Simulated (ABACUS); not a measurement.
Here is an ABACUS 3.10.1 calculation.

Contents of run_abacus.py:

```python
"""ABACUS run from a structure file: ASE reads it, the script writes STRU, KPT and INPUT."""
import re
import subprocess
from ase.io import read
from ase.units import Bohr

atoms = read("KCl.cif")
atoms = atoms[(-atoms.numbers).argsort(kind="stable")]  # ABACUS lists atoms element by element
pseudo = {'K': 'K_ONCV_PBE-1.2.upf', 'Cl': 'Cl_ONCV_PBE-1.2.upf'}
orbital = {}
magmoms = None
kmesh = [6, 6, 6]
params = {
    'suffix': 'KCl',
    'calculation': 'scf',
    'basis_type': 'pw',
    'pseudo_dir': './',
    'symmetry': 1,
    'dft_functional': 'GGA_X_AM05+GGA_C_AM05',
    'ecutwfc': 74,
    'pseudo_rcut': 10,
    'nspin': 1,
    'nbands': 18,
    'ks_solver': 'dav',
    'smearing_method': 'fd',
    'smearing_sigma': 0.00367493,
    'scf_thr': 1e-08,
    'scf_nmax': 100,
    'mixing_type': 'broyden',
    'mixing_beta': 0.7,
    'cal_force': 1,
    'cal_stress': 1,
    'out_chg': 1,
    'kpar': 4,
}

symbols = atoms.get_chemical_symbols()
elements = list(dict.fromkeys(symbols))
lines = ["ATOMIC_SPECIES"] + [f"{e} {atoms.get_masses()[symbols.index(e)]:.4f} {pseudo[e]}" for e in elements]
if orbital:
    lines += ["", "NUMERICAL_ORBITAL"] + [orbital[e] for e in elements]
lines += ["", "LATTICE_CONSTANT", f"{1 / Bohr:.10f}", "", "LATTICE_VECTORS"]
lines += [" ".join(f"{x:.10f}" for x in v) for v in atoms.cell]
lines += ["", "ATOMIC_POSITIONS", "Direct"]
for e in elements:
    lines += ["", e, "0.0", str(symbols.count(e))]
    for i, p in enumerate(atoms.get_scaled_positions(wrap=False)):
        if symbols[i] == e:
            mag = "" if magmoms is None else " mag " + " ".join(str(x) for x in (magmoms[i] if isinstance(magmoms[i], list) else [magmoms[i]]))
            lines.append(" ".join(f"{x:.10f}" for x in p) + " 1 1 1" + mag)
open("STRU", "w").write("\n".join(lines) + "\n")
open("KPT", "w").write("K_POINTS\n0\nGamma\n%d %d %d 0 0 0\n" % tuple(kmesh))
open("INPUT", "w").write("INPUT_PARAMETERS\n" + "".join(f"{k:<20s}{v}\n" for k, v in params.items()))

done = subprocess.run(['mpirun', '-np', '4', 'abacus'])
if done.returncode:
    raise SystemExit(done.returncode)
log = open("OUT.KCl/running_scf.log").read()
print("final energy (eV):", re.findall(r"FINAL_ETOT_IS (\S+)", log))
```

File KCl.cif:

```cif
data_KCl
_cell_length_a 4.44978055
_cell_length_b 4.44978055
_cell_length_c 4.44978055
_cell_angle_alpha 60.00000000
_cell_angle_beta 60.00000000
_cell_angle_gamma 60.00000000
_space_group_name_H-M_alt 'P1'
_space_group_name_Hall 'P 1'
_space_group_IT_number 1
loop_
_space_group_symop_operation_xyz
'x,y,z'
loop_
_atom_site_label
_atom_site_type_symbol
_atom_site_symmetry_multiplicity
_atom_site_Wyckoff_symbol
_atom_site_fract_x
_atom_site_fract_y
_atom_site_fract_z
_atom_site_occupancy
K1 K 1 a 0.0000000000 0.0000000000 0.0000000000 1
Cl1 Cl 1 a 0.5000000000 0.5000000000 0.5000000000 1
```

Potentials or basis: SG15 ONCV 1.2 PBE, plane waves.

The run is started by

```sh
$ OMP_NUM_THREADS=1 python run_abacus.py > log
```

Question: What does it give for the pressure?

Answer: 0.5 GPa.

Question: What does it give for the band gap on the k mesh?

Answer: 5.19 eV, direct.

Caveat: the potentials were made for another functional, which shifts forces and pressure.

**Experimental background.**

From a printed reference work, monograph, for a bulk crystal of KCl: band gap 8.68 eV.

A measured gap of KCl is 8.68 eV (a printed reference work, monograph); the calculated 5.19 eV misses it by -3.49 eV. The value is that of AM05, without temperature or zero-point motion. Semilocal functionals fall short of measured gaps as a rule.
